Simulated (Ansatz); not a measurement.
**Sn: tetragonal deformation path**

Level of theory: DFT PBEsol, scalar-relativistic, plane waves, PAW in Ansatz. Cutoff 420 eV, Γ-centred 18×18×18 k-points, Gaussian smearing of 0.15 eV. No spin polarisation. Energies are free energies at this smearing, counted from the undisturbed cell; pressure is positive in compression.

Reference structure (relaxed at this level):

```yaml
crystal:
  lattice:
    - [0.00000, 3.27078, 3.27078]
    - [3.27078, 0.00000, 3.27078]
    - [3.27078, 3.27078, 0.00000]
  atoms:
    - { symbol: Sn, position: [0.50000, 0.50000, 0.50000] }
    - { symbol: Sn, position: [0.75000, 0.75000, 0.75000] }
```

At fixed volume and fractional coordinates, lengths along (0.000, 0.000, 1.000) are scaled against those across it; ρ is that ratio over its starting value. The cell is metallic on the mesh throughout.

```tsv
ρ	ΔE (meV/atom)	pressure (GPa)
0.707	141.3	-1.7
0.780	90.5	-0.9
0.850	46.6	-0.3
1.000	0.0	0.0
1.200	84.3	-0.1
1.414	257.1	-0.6
```

Cost: 6 runs of about 3.9 core-minutes in all, on Intel Xeon Platinum 8259CL (Skylake/Cascade Lake) (shared hosts).